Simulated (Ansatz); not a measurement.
# Molybdenum, simple cubic under PBE: structure, energy and stiffness, part 2 of 2

Aim: take molybdenum in the simple cubic structure, relax it, solve it on a dense k-mesh, switch on spin-orbit coupling, then scale the cell to 7 volumes from 88 to 112 % of the relaxed one and try a fit of the equation of state. The k-meshes are 12×12×12 for the relaxation; 20×20×20 for the dense run; 12×12×12 for spin-orbit coupling; 14×14×14 for the volumes.

Ansatz 0.2.0; DFT, PBE, plane waves (420 eV) with PAW, scalar-relativistic. The steps go on from the part before.

## Step 7: Equation of state: 96 %

This is Mo in the simple cubic structure; at room conditions it is bcc.

input.yaml reads:

```yaml
crystal:
  lattice:
    - [2.5687433526, 0.0, 0.0]
    - [0.0, 2.5687433526, 0.0]
    - [0.0, 0.0, 2.5687433526]
  atoms:
    - { symbol: Mo, position: [0.0, 0.0, 0.0] }
hamiltonian:
  xc: pbe
  pseudopotentials:
    kind: paw
    azcp:
      Mo: "pseudopotentials/Mo.paw.azcp"
basis:
  ecutwfc: 420
  fft_grid_basis: typed
kpoints:
  mp_grid: { grid: [14, 14, 14], shift: [0, 0, 0] }
magnetization:
  spin_polarized: false
scf:
  occupations: { method: fermi_dirac, width: 0.1 }
  lower_state_search: "off"
output:
  stress: true
```

Launch:

```sh
$ ansatz run input.yaml --threads 1 --pin off --max-ram 3584MiB --backend cpu --events-out ev --progress --plain --runs-dir out
```

The log of the run, cut to the lines that bear on the results:

```text
[...]
Pseudopotentials: kind: paw
Pseudopotential: Mo, paw, valence charge 14, recommended cutoff 420 eV (normal), <dir>
Functional definition: PBE
[...]
Crystal: 1 atoms, lattice volume = 16.950 Å³
Basis set: ecut = 420 eV, 341 PW (Γ)
Bands: 11, of which v1, the nominal top of the filled ones, is band 7 counted from 1 (6 counted from 0)
Symmetry: 48 space group operations
Space group: Pm-3m (ITA 221), of the structure as read, at distance tolerance 2.6e-5 Å
k-points: 120 of 2744
[...]
SCF iter   1: F=—  HF=-4954.873044 eV  |F-HF|=—  |Δ(HF+E_count)|=         —  Δρ=2.64e-3  dr2=5.71e-4  ethr=1.77e-3  ⟨swp⟩=5.0  Hψ=7771  notcnv=0
[...]
SCF iter   6: F=-4954.873329 eV  HF=-4954.873329 eV  |F-HF|=6.99e-9  |Δ(HF+E_count)|=   2.55e-8  Δρ=9.73e-6  dr2=8.41e-9  ethr=5.01e-10  ⟨swp⟩=2.0  Hψ=4782  notcnv=0
[...]
SCF converged after 6 iterations
Free energy (F): -4954.873329 eV
[...]
E sigma→0 (E₀):  -4954.855200 eV
Entropy (-TS):   -0.036258 eV (-36.258 meV/atom)
Fermi energy:    19.096428 eV
[...]
--- Stress (GPa, compression-positive) ---
        7.300037       0.000000       0.000000
       -0.000000       7.300037       0.000000
        0.000000       0.000000       7.300037
  P = ⅓ Tr σ = 7.3000 GPa (73.000 kbar)
```

Wall time 2.5 s (1 thread of Intel Xeon Platinum 8259CL at 2.50GHz (Skylake/Cascade Lake), shared host); peak memory 0.46 GiB.

## Step 8: Equation of state: 100 %

Edit input.yaml of step 7 so:

```diff
@@ -2,5 +2,5 @@
   lattice:
-    - [2.5687433526, 0.0, 0.0]
-    - [0.0, 2.5687433526, 0.0]
-    - [0.0, 0.0, 2.5687433526]
+    - [2.6039359908, 0.0, 0.0]
+    - [0.0, 2.6039359908, 0.0]
+    - [0.0, 0.0, 2.6039359908]
   atoms:
```

Launch:

```sh
$ ansatz run input.yaml --threads 1 --pin off --max-ram 3584MiB --backend cpu --events-out ev --progress --plain --runs-dir out
```

The log of the run, cut to the lines that bear on the results:

```text
[...]
Pseudopotentials: kind: paw
Pseudopotential: Mo, paw, valence charge 14, recommended cutoff 420 eV (normal), <dir>
Functional definition: PBE
[...]
Crystal: 1 atoms, lattice volume = 17.656 Å³
Basis set: ecut = 420 eV, 341 PW (Γ)
Bands: 11, of which v1, the nominal top of the filled ones, is band 7 counted from 1 (6 counted from 0)
Symmetry: 48 space group operations
Space group: Pm-3m (ITA 221), of the structure as read, at distance tolerance 2.6e-5 Å
k-points: 120 of 2744
[...]
SCF iter   1: F=—  HF=-4954.886357 eV  |F-HF|=—  |Δ(HF+E_count)|=         —  Δρ=2.59e-3  dr2=4.61e-4  ethr=1.77e-3  ⟨swp⟩=5.0  Hψ=7726  notcnv=0
[...]
SCF iter   6: F=-4954.886695 eV  HF=-4954.886695 eV  |F-HF|=5.94e-9  |Δ(HF+E_count)|=   1.44e-8  Δρ=1.03e-5  dr2=7.96e-9  ethr=3.97e-10  ⟨swp⟩=2.0  Hψ=4369  notcnv=0
[...]
SCF converged after 6 iterations
Free energy (F): -4954.886695 eV
[...]
E sigma→0 (E₀):  -4954.867486 eV
Entropy (-TS):   -0.038418 eV (-38.418 meV/atom)
Fermi energy:    18.182235 eV
[...]
--- Stress (GPa, compression-positive) ---
       -0.947143       0.000000       0.000000
       -0.000000      -0.947143       0.000000
        0.000000       0.000000      -0.947143
  P = ⅓ Tr σ = -0.9471 GPa (-9.471 kbar)
```

It took 2.2 s on 1 thread of Intel Xeon Platinum 8259CL at 2.50GHz (Skylake/Cascade Lake), shared host; peak memory 0.46 GiB.

## Step 9: Equation of state: 104 %

Edit input.yaml of step 8 so:

```diff
@@ -2,5 +2,5 @@
   lattice:
-    - [2.6039359908, 0.0, 0.0]
-    - [0.0, 2.6039359908, 0.0]
-    - [0.0, 0.0, 2.6039359908]
+    - [2.6382022361, 0.0, 0.0]
+    - [0.0, 2.6382022361, 0.0]
+    - [0.0, 0.0, 2.6382022361]
   atoms:
```

Launch:

```sh
$ ansatz run input.yaml --threads 1 --pin off --max-ram 3584MiB --backend cpu --events-out ev --progress --plain --runs-dir out
```

The log of the run, cut to the lines that bear on the results:

```text
[...]
Pseudopotentials: kind: paw
Pseudopotential: Mo, paw, valence charge 14, recommended cutoff 420 eV (normal), <dir>
Functional definition: PBE
[...]
Crystal: 1 atoms, lattice volume = 18.362 Å³
Basis set: ecut = 420 eV, 365 PW (Γ)
Bands: 11, of which v1, the nominal top of the filled ones, is band 7 counted from 1 (6 counted from 0)
Symmetry: 48 space group operations
Space group: Pm-3m (ITA 221), of the structure as read, at distance tolerance 2.6e-5 Å
k-points: 120 of 2744
[...]
SCF iter   1: F=—  HF=-4954.866898 eV  |F-HF|=—  |Δ(HF+E_count)|=         —  Δρ=2.79e-3  dr2=4.95e-4  ethr=1.77e-3  ⟨swp⟩=5.0  Hψ=7677  notcnv=0
[...]
SCF iter   6: F=-4954.867280 eV  HF=-4954.867280 eV  |F-HF|=1.48e-8  |Δ(HF+E_count)|=   4.08e-8  Δρ=1.48e-5  dr2=1.90e-8  ethr=7.14e-10  ⟨swp⟩=4.0  Hψ=3988  notcnv=0
[...]
SCF converged after 6 iterations
Free energy (F): -4954.867280 eV
[...]
E sigma→0 (E₀):  -4954.846987 eV
Entropy (-TS):   -0.040585 eV (-40.585 meV/atom)
Fermi energy:    17.334790 eV
[...]
--- Stress (GPa, compression-positive) ---
       -7.629977      -0.000000       0.000000
        0.000000      -7.629977       0.000000
        0.000000       0.000000      -7.629977
  P = ⅓ Tr σ = -7.6300 GPa (-76.300 kbar)
```

It took 2.1 s on 1 thread of Intel Xeon Platinum 8259CL at 2.50GHz (Skylake/Cascade Lake), shared host; peak memory 0.47 GiB.

## Step 10: Equation of state: 108 %

Edit input.yaml of step 9 so:

```diff
@@ -2,5 +2,5 @@
   lattice:
-    - [2.6382022361, 0.0, 0.0]
-    - [0.0, 2.6382022361, 0.0]
-    - [0.0, 0.0, 2.6382022361]
+    - [2.6716007466, 0.0, 0.0]
+    - [0.0, 2.6716007466, 0.0]
+    - [0.0, 0.0, 2.6716007466]
   atoms:
```

Launch:

```sh
$ ansatz run input.yaml --threads 1 --pin off --max-ram 3584MiB --backend cpu --events-out ev --progress --plain --runs-dir out
```

The log of the run, cut to the lines that bear on the results:

```text
[...]
Pseudopotentials: kind: paw
Pseudopotential: Mo, paw, valence charge 14, recommended cutoff 420 eV (normal), <dir>
Functional definition: PBE
[...]
Crystal: 1 atoms, lattice volume = 19.068 Å³
Basis set: ecut = 420 eV, 365 PW (Γ)
Bands: 11, of which v1, the nominal top of the filled ones, is band 7 counted from 1 (6 counted from 0)
Symmetry: 48 space group operations
Space group: Pm-3m (ITA 221), of the structure as read, at distance tolerance 2.7e-5 Å
k-points: 120 of 2744
[...]
SCF iter   1: F=—  HF=-4954.820982 eV  |F-HF|=—  |Δ(HF+E_count)|=         —  Δρ=3.10e-3  dr2=6.06e-4  ethr=1.77e-3  ⟨swp⟩=5.0  Hψ=7734  notcnv=0
[...]
SCF iter   6: F=-4954.821305 eV  HF=-4954.821305 eV  |F-HF|=2.51e-8  |Δ(HF+E_count)|=   7.36e-8  Δρ=1.76e-5  dr2=3.05e-8  ethr=7.14e-10  ⟨swp⟩=4.0  Hψ=4155  notcnv=0
[...]
SCF converged after 6 iterations
Free energy (F): -4954.821305 eV
[...]
E sigma→0 (E₀):  -4954.799945 eV
Entropy (-TS):   -0.042721 eV (-42.721 meV/atom)
Fermi energy:    16.547224 eV
[...]
--- Stress (GPa, compression-positive) ---
      -13.042279       0.000000       0.000000
       -0.000000     -13.042279       0.000000
        0.000000       0.000000     -13.042279
  P = ⅓ Tr σ = -13.0423 GPa (-130.423 kbar)
```

Wall time 2 s (1 thread of Intel Xeon Platinum 8259CL at 2.50GHz (Skylake/Cascade Lake), shared host); peak memory 0.46 GiB.

## Step 11: Equation of state: 112 %

Edit input.yaml of step 10 so:

```diff
@@ -2,5 +2,5 @@
   lattice:
-    - [2.6716007466, 0.0, 0.0]
-    - [0.0, 2.6716007466, 0.0]
-    - [0.0, 0.0, 2.6716007466]
+    - [2.7041844548, 0.0, 0.0]
+    - [0.0, 2.7041844548, 0.0]
+    - [0.0, 0.0, 2.7041844548]
   atoms:
```

Launch:

```sh
$ ansatz run input.yaml --threads 1 --pin off --max-ram 3584MiB --backend cpu --events-out ev --progress --plain --runs-dir out
```

The log of the run, cut to the lines that bear on the results:

```text
[...]
Pseudopotentials: kind: paw
Pseudopotential: Mo, paw, valence charge 14, recommended cutoff 420 eV (normal), <dir>
Functional definition: PBE
[...]
Crystal: 1 atoms, lattice volume = 19.775 Å³
Basis set: ecut = 420 eV, 389 PW (Γ)
Bands: 11, of which v1, the nominal top of the filled ones, is band 7 counted from 1 (6 counted from 0)
Symmetry: 48 space group operations
Space group: Pm-3m (ITA 221), of the structure as read, at distance tolerance 2.7e-5 Å
k-points: 120 of 2744
[...]
SCF iter   1: F=—  HF=-4954.753616 eV  |F-HF|=—  |Δ(HF+E_count)|=         —  Δρ=3.42e-3  dr2=7.45e-4  ethr=1.77e-3  ⟨swp⟩=5.0  Hψ=7805  notcnv=0
[...]
SCF iter   6: F=-4954.753834 eV  HF=-4954.753834 eV  |F-HF|=1.28e-8  |Δ(HF+E_count)|=   5.33e-8  Δρ=1.30e-5  dr2=1.62e-8  ethr=7.14e-10  ⟨swp⟩=4.0  Hψ=4128  notcnv=0
[...]
SCF converged after 6 iterations
Free energy (F): -4954.753834 eV
[...]
E sigma→0 (E₀):  -4954.731431 eV
Entropy (-TS):   -0.044804 eV (-44.804 meV/atom)
Fermi energy:    15.813588 eV
[...]
--- Stress (GPa, compression-positive) ---
      -17.416646      -0.000000      -0.000000
       -0.000000     -17.416646       0.000000
        0.000000       0.000000     -17.416646
  P = ⅓ Tr σ = -17.4166 GPa (-174.166 kbar)
```

It took 2.4 s on 1 thread of Intel Xeon Platinum 8259CL at 2.50GHz (Skylake/Cascade Lake), shared host; peak memory 0.48 GiB.

## Step 12: Energy and pressure against volume

The cell was scaled evenly, with its shape and the fractional positions fixed.

| V (Å³/atom) | E − E₀ (meV/atom) | P from the stress (GPa) | P from the fit (GPa) |
| --- | --- | --- | --- |
| 15.537 | 168.3 | 30.09 | 29.89 |
| 16.243 | 65.5 | 17.49 | 17.24 |
| 16.950 | 12.7 | 7.30 | 7.05 |
| 17.656 | 0.4 | -0.95 | -1.19 |
| 18.362 | 20.9 | -7.63 | -7.87 |
| 19.068 | 67.9 | -13.04 | -13.28 |
| 19.775 | 136.5 | -17.42 | -17.67 |

Fit (Birch-Murnaghan, third order): V₀ = 17.544 Å³/atom, B₀ = 190 GPa, B₀′ = 4.2, largest residual 0.03 meV/atom.

The fit is made to E(σ → 0), while the stress belongs to the free energy F; that is one source of the offset between the two pressures.

## Step 13: Outcome

This closing draws on all 2 parts.

| quantity | value |
| --- | --- |
| space group (spins left aside) | Pm-3m (No. 221) |
| conventional cell | a = 2.604 Å |
| volume | 17.656 Å³/atom |
| shortest distance | 2.604 Å |
| gap on the mesh | none (levels filled in part) |
| relative to bcc | +1155 meV/atom |
| V₀, B₀, B₀′ | 17.544 Å³/atom, 190 GPa, 4.2 |

In words: From the guessed start the volume grew by 4.9 % in 5 steps. Against the reference form of molybdenum (bcc, computed apart with the same settings) it stands 1155 meV/atom higher, so it is far from stable. Levels at the Fermi energy are filled in part, as in a metal. Totals with and without spin-orbit coupling (-1.2 eV/atom apart) can't be read as binding, since the two-component data shift the zero of energy. The fitted modulus is 190 GPa. The symmetry was held, so the structure may be unstable against distortions that break it.
